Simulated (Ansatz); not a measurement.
**W in Ansatz: the effect of Hubbard term**

W:

```
W
1.0
    -1.58234    1.58234    1.58234
     1.58234   -1.58234    1.58234
     1.58234    1.58234   -1.58234
W
1
Direct
  0.00000 0.00000 0.00000
```

Alike in all runs:

```yaml
Program: Ansatz 0.2.0
Task: single point
Functional: LDA
Potentials_or_basis: Ansatz PAW
Cutoff: "420 eV (not typed: the program's choice for these potentials)"
k_mesh: 12 × 12 × 12
Occupations: fermi-dirac, width 0.05 eV
Spin: no spin polarisation
Hubbard_projectors: ortho-atomic (the default)
Double_counting: fll (the default)
```

```tsv
Hubbard term	pressure (GPa)
none	-8.9
W d U = 2 eV	-8.3
W d U = 3 eV	-7.7
W d U = 4 eV	-6.8
W d U = 5 eV	?
W d U = 6 eV	-3.5
W d U = 8 eV	3.7
```

What does the run with Hubbard term W d U = 5 eV give?

Pressure -5.4 GPa.

Worked out: A parabola through the other rows of the pressure, of slope 2.01 GPa per eV there, gives -5.0 GPa, against the run's -5.4.

Caveats: the PAW data sets come from PBE, with cores solved anew for the run's functional, which leaves a small shift of forces and pressure; U without spin polarisation on a metal has little footing (some runs); the U is typed as a test and isn't derived for this compound (some runs).
